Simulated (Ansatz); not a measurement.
# Mg (P-1) in Ansatz: convergence with smearing width

Aim: find how far smearing width must go before the results for Mg settle, at PBEsol. This setting moves, with any that are tied to it; all else stays.

Program: Ansatz 0.2.0. These are calculated values, not measurements. Logs are shortened: lines on timing, memory, paths and dates and some standing lists are left out, and cuts for length are marked.

## 1. The cell of the first run

The typed cell holds 2 atoms: a = 3.209 Å, b = 3.209 Å, c = 5.210 Å, α = 90.00°, β = 90.00°, γ = 120.00°.

The cell isn't the ideal one: atoms moved at random, drawn with an rms of 0.05 Å.

## 2. With smearing width 0.3 eV

Contents of input.yaml:

```yaml
crystal:
  lattice:
    - [3.2093, 0.0, 0.0]
    - [-1.60465, 2.7793353284, 0.0]
    - [0.0, 0.0, 5.2103]
  atoms:
    - { symbol: Mg, position: [0.671671, 0.338581, 0.754315] }
    - { symbol: Mg, position: [0.33659, 0.680996, 0.24316] }
hamiltonian:
  xc: pbesol
  pseudopotentials: { kind: paw }
kpoints:
  mp_grid: { grid: [7, 7, 4] }
scf:
  occupations: { method: gaussian, width: 0.3 }
output:
  forces: true
  stress: true
  eigenvalues: true
```

Potentials or basis: Ansatz PAW.

Started as:

```bash
ansatz run input.yaml --threads 2 --pin off --max-ram 5632MiB --backend cpu --events-out ev --progress --plain --runs-dir out
```

The program printed:

```text
Warning: RAYON_NUM_THREADS=2 ignored (pool sized by the plan → 2); use --threads N
Engine: ansatz 0.2.0, x86_64-unknown-linux-gnu
Pseudopotentials: kind: paw
Pseudopotential: Mg, paw, valence charge 10, recommended cutoff 420 eV (normal), Mg.paw.azcp
Functional definition: PBEsol
  exchange = pbesol_x
  correlation = pbesol_c
Crystal: 2 atoms, lattice volume = 46.474 Å³
Basis set: ecut = 420 eV, 941 PW (Γ), exchange–correlation on 48×48×72 points (8 copies of the dense FFT grid, shifted against one another)
Bands: 14, of which v1, the nominal top of the filled ones, is band 10 counted from 1 (9 counted from 0)
Symmetry: 2 space group operations
Space group: P-1 (ITA 2), of the structure as read, at distance tolerance 3.6e-5 Å
k-points: 99 of 196
Non-local potential: Mg, projectors of the file, l = 0: 3, l = 1: 2, l = 2: 1
PAW form: soft (Blöchl's): semilocal exchange-correlation on the pseudo side does not see the compensation charge
PAW frozen core: Mg, regenerated for the run's functional, and the local potential with it (the file was generated under x = pbe(κ = 0.804, μ = 0.2195149727645171), c = pbe(β = 0.06672455060314922))
PAW one-centre angular grid: Mg, 110 points (default); XC on 64 Gauss nodes
Initial density: superposition of atomic densities (neutral atoms: chi_scale 0, normalization atom), corrected by the library's trained network
Initial wavefunctions: pseudopotential atomic-orbital guess
Functional: x = pbesol(κ = 0.804, μ = 0.12345679012345678), c = pbesol(β = 0.046)
SCF iter   1: F=—  HF=-3824.132460 eV  |F-HF|=—  |Δ(HF+E_count)|=         —  Δρ=1.89e-3  dr2=8.98e-4  ethr=1.77e-3  ⟨swp⟩=5.0  Hψ=6384  notcnv=0
preconditioner: auto → none  [metal: Δε(μ)=0.241 eV  Ē_g=6.885 eV  σ=0.300 eV  W_gap=0.40  n_scr=8 (ndim 8)  ℏωp=10.9 eV  f_vac=0.000  D(μ)=0.80/eV (n_scr^D=2)  sad-step TF]
SCF iter   2: F=—  HF=-3824.131438 eV  |F-HF|=—  |Δ(HF+E_count)|=   1.02e-3  Δρ=8.61e-4  dr2=2.80e-4  ethr=4.49e-6  ⟨swp⟩=3.0  Hψ=3256  notcnv=0
SCF iter   3: F=—  HF=-3824.131358 eV  |F-HF|=—  |Δ(HF+E_count)|=   8.01e-5  Δρ=1.53e-4  dr2=3.36e-5  ethr=1.40e-6  ⟨swp⟩=2.0  Hψ=2361  notcnv=0
SCF iter   4: F=—  HF=-3824.131352 eV  |F-HF|=—  |Δ(HF+E_count)|=   6.15e-6  Δρ=6.68e-5  dr2=1.56e-6  ethr=1.68e-7  ⟨swp⟩=1.8  Hψ=1508  notcnv=0
iter 5 did not close the SCF: its close was put off for the readings that it lacked (scf_convergence_deferred on its scf_iter line)
SCF iter   5: F=-3824.131353 eV  HF=-3824.131353 eV  |F-HF|=4.19e-8  |Δ(HF+E_count)|=   1.03e-6  Δρ=2.04e-5  dr2=9.82e-8  ethr=7.81e-9  ⟨swp⟩=2.7  Hψ=2416  notcnv=0
SCF iter   6: F=-3824.131353 eV  HF=-3824.131353 eV  |F-HF|=5.78e-11  |Δ(HF+E_count)|=   5.19e-8  Δρ=2.84e-6  dr2=1.86e-9  ethr=4.91e-10  ⟨swp⟩=2.0  Hψ=4979  notcnv=0
SCF 1 converged in 6 iterations: F = -3824.131353 eV  dr2 = 1.86e-9
SCF converged after 6 iterations
Free energy (F): -3824.131353 eV
Harris-Foulkes:  -3824.131353 eV  (|F-HF|=5.78e-11)
Internal energy: -3824.095229 eV  (E = F + TS)
E sigma→0 (E₀):  -3824.113291 eV
Entropy (-TS):   -0.036124 eV (-18.062 meV/atom)
Fermi energy:    5.528362 eV
--- Per-component energies (eV) ---
  E_band       = -714.609512
  E_kinetic    = 149.532019
  E_local      = -3251.828075  (includes V_loc(G=0)·N_el)
  E_nonlocal   = 192.834205
  E_hartree    = 1160.864716
  E_xc         = -56.102398
  E_vxc        = -72.731366  (∫ρ·V_xc dr)
  E_paw        = -562.726943  (= ΣΔE_a)
  E_vpaw       = -54.146512  (= ΣTr[D̂ρ^β])
  E_aug_tail   = -0.000006  (compensation charges beyond the density's cutoff)
  E_ewald      = -1456.786473
  E_core_change = 0.117725  (= ΣΔE_core)
  E_smearing   = -0.036124  (= −TS)
  E_closure    = -0.000000  (closes the sum)
  Σ components = -3824.131353   (vs F -3824.131353, Δ=0.00e0)
--- Forces (eV/Å), atoms counted from 1 ---
  atom   1  Mg    -0.01241777     0.01656375    -0.17465327
  atom   2  Mg     0.01241777    -0.01656375     0.17465327
  max |Σ_I F_I| component: 0.00e0 eV/Å
--- Stress (GPa, compression-positive) ---
       -1.790047       0.045385       0.013552
        0.045385      -1.678168      -0.018099
        0.013552      -0.018099       0.838059
  P = ⅓ Tr σ = -0.8767 GPa (-8.767 kbar)
--- Band table (eV; the first three rows and the last of 99) ---
  k-point 0: bands = ["-70.1562", "-70.1533", "-37.1116", "-37.0879", "-37.0878", "-37.0834", "-37.0826", "-37.0798", "-1.3724", "3.8518", "4.2632", "16.3653", "16.3698", "16.4452"]
  k-point 1: bands = ["-70.1558", "-70.1537", "-37.1071", "-37.0873", "-37.0871", "-37.0843", "-37.0840", "-37.0833", "-1.0256", "1.7139", "7.0037", "14.4445", "16.6359", "16.6367"]
  k-point 2: bands = ["-70.1550", "-70.1544", "-37.0982", "-37.0933", "-37.0861", "-37.0858", "-37.0852", "-37.0847", "-0.0797", "0.1053", "10.4722", "10.5266", "17.0889", "17.1015"]
  k-point 98: bands = ["-70.1537", "-70.1527", "-37.1081", "-37.1045", "-37.0969", "-37.0934", "-37.0900", "-37.0854", "1.7170", "4.3530", "7.0270", "9.1888", "9.3781", "10.5430"]
```

Run time: 3 s. Hardware: 2 threads of Intel Xeon at 2.50GHz (Skylake/Cascade Lake), shared host; peak memory 0.35 GiB.

Results:

```yaml
Free_energy: -3824.1314 eV
Pressure: -0.9 GPa
Largest_force: 0.176 eV/Å
Band_gap_on_the_k_mesh: none (metal or under the smearing width)
```

## 3. With smearing width 0.2 eV

Edit input.yaml of step 2 so:

```diff
@@ -14,3 +14,3 @@
 scf:
-  occupations: { method: gaussian, width: 0.3 }
+  occupations: { method: gaussian, width: 0.2 }
 output:
```

Potentials or basis: Ansatz PAW.

Started as:

```bash
ansatz run input.yaml --threads 2 --pin off --max-ram 5632MiB --backend cpu --events-out ev --progress --plain --runs-dir out
```

It took 3 s on 2 threads of Intel Xeon at 2.50GHz (Skylake/Cascade Lake), shared host; peak memory 0.35 GiB.

Results:

```yaml
Free_energy: -3824.1212 eV
Pressure: -0.9 GPa
Largest_force: 0.182 eV/Å
Band_gap_on_the_k_mesh: none (metal or under the smearing width)
```

## 4. With smearing width 0.15 eV

Edit input.yaml of step 3 so:

```diff
@@ -14,3 +14,3 @@
 scf:
-  occupations: { method: gaussian, width: 0.2 }
+  occupations: { method: gaussian, width: 0.15 }
 output:
```

Started as:

```bash
ansatz run input.yaml --threads 2 --pin off --max-ram 5632MiB --backend cpu --events-out ev --progress --plain --runs-dir out
```

Wall time 3.1 s (2 threads of Intel Xeon at 2.50GHz (Skylake/Cascade Lake), shared host); peak memory 0.35 GiB.

What came out:

* Free energy: -3824.1176 eV
* Pressure: -0.9 GPa
* Largest force: 0.185 eV/Å
* Band gap on the k mesh: none (metal or under the smearing width)

## 5. With smearing width 0.1 eV

Edit input.yaml of step 4 so:

```diff
@@ -14,3 +14,3 @@
 scf:
-  occupations: { method: gaussian, width: 0.15 }
+  occupations: { method: gaussian, width: 0.1 }
 output:
```

Started as:

```bash
ansatz run input.yaml --threads 2 --pin off --max-ram 5632MiB --backend cpu --events-out ev --progress --plain --runs-dir out
```

Run time: 3 s. Hardware: 2 threads of Intel Xeon at 2.50GHz (Skylake/Cascade Lake), shared host; peak memory 0.35 GiB.

What came out:

```
Free energy            : -3824.1148 eV
Pressure               : -0.9 GPa
Largest force          : 0.188 eV/Å
Band gap on the k mesh : none (metal or under the smearing width)
```

## 6. With smearing width 0.05 eV

Edit input.yaml of step 5 so:

```diff
@@ -14,3 +14,3 @@
 scf:
-  occupations: { method: gaussian, width: 0.1 }
+  occupations: { method: gaussian, width: 0.05 }
 output:
```

Potentials or basis: Ansatz PAW.

Started as:

```bash
ansatz run input.yaml --threads 2 --pin off --max-ram 5632MiB --backend cpu --events-out ev --progress --plain --runs-dir out
```

It took 3 s on 2 threads of Intel Xeon at 2.50GHz (Skylake/Cascade Lake), shared host; peak memory 0.35 GiB.

The run converged. Its results:

```yaml
Free_energy: -3824.1127 eV
Pressure: -0.9 GPa
Largest_force: 0.190 eV/Å
Band_gap_on_the_k_mesh: none (metal or under the smearing width)
```

## 7. With smearing width 0.025 eV

Edit input.yaml of step 6 so:

```diff
@@ -14,3 +14,3 @@
 scf:
-  occupations: { method: gaussian, width: 0.05 }
+  occupations: { method: gaussian, width: 0.025 }
 output:
```

Started as:

```bash
ansatz run input.yaml --threads 2 --pin off --max-ram 5632MiB --backend cpu --events-out ev --progress --plain --runs-dir out
```

It took 2.9 s on 2 threads of Intel Xeon at 2.50GHz (Skylake/Cascade Lake), shared host; peak memory 0.35 GiB.

Results (log left out):

```yaml
Free_energy: -3824.1119 eV
Pressure: -0.9 GPa
Largest_force: 0.190 eV/Å
Band_gap_on_the_k_mesh: none (metal or under the smearing width)
```

## 8. With smearing width 0.01 eV

Edit input.yaml of step 7 so:

```diff
@@ -14,3 +14,3 @@
 scf:
-  occupations: { method: gaussian, width: 0.025 }
+  occupations: { method: gaussian, width: 0.01 }
 output:
```

Started as:

```bash
ansatz run input.yaml --threads 2 --pin off --max-ram 5632MiB --backend cpu --events-out ev --progress --plain --runs-dir out
```

It took 2.8 s on 2 threads of Intel Xeon at 2.50GHz (Skylake/Cascade Lake), shared host; peak memory 0.35 GiB.

It converged, with:

```
Free energy            : -3824.1114 eV
Pressure               : -0.9 GPa
Largest force          : 0.190 eV/Å
Band gap on the k mesh : none (metal or under the smearing width)
```

## 9. With smearing width 0.005 eV

Edit input.yaml of step 8 so:

```diff
@@ -14,3 +14,3 @@
 scf:
-  occupations: { method: gaussian, width: 0.01 }
+  occupations: { method: gaussian, width: 0.005 }
 output:
```

Potentials or basis: Ansatz PAW.

Started as:

```bash
ansatz run input.yaml --threads 2 --pin off --max-ram 5632MiB --backend cpu --events-out ev --progress --plain --runs-dir out
```

It took 2.9 s on 2 threads of Intel Xeon at 2.50GHz (Skylake/Cascade Lake), shared host; peak memory 0.35 GiB.

It converged, with:

```
Free energy            : -3824.1113 eV
Pressure               : -0.9 GPa
Largest force          : 0.189 eV/Å
Band gap on the k mesh : none (metal or under the smearing width)
```

## 10. Summary

```
smearing width  energy less the tightest run, at zero smearing (meV/atom)  largest force (eV/Å)  SCF cycles  CPU time (s)  peak memory (GiB)
        0.3 eV                                                      -1.01                 0.176           6           5.3               0.35
        0.2 eV                                                      -0.92                 0.182           6           5.2               0.35
       0.15 eV                                                      -0.82                 0.185           6           5.3               0.35
        0.1 eV                                                      -0.51                 0.188           6           5.2               0.35
       0.05 eV                                                      -0.27                 0.190           6           5.4               0.35
      0.025 eV                                                      -0.09                 0.190           6           5.2               0.35
       0.01 eV                                                      -0.01                 0.190           6             5               0.35
      0.005 eV                                                       0.00                 0.189           6           5.1               0.35
```

Against the tightest run, the energy stays within 1 meV/atom from 0.2 eV on; the largest force stays within 0.005 eV/Å from 0.15 eV on. Narrower smearing needs a denser k mesh, so at a fixed mesh the narrowest width isn't the most accurate. The tightest run that finished is the yardstick and may itself not be fully converged.

Caveats: the PAW data sets come from PBE, with cores solved anew for the run's functional, which leaves a small shift of forces and pressure.
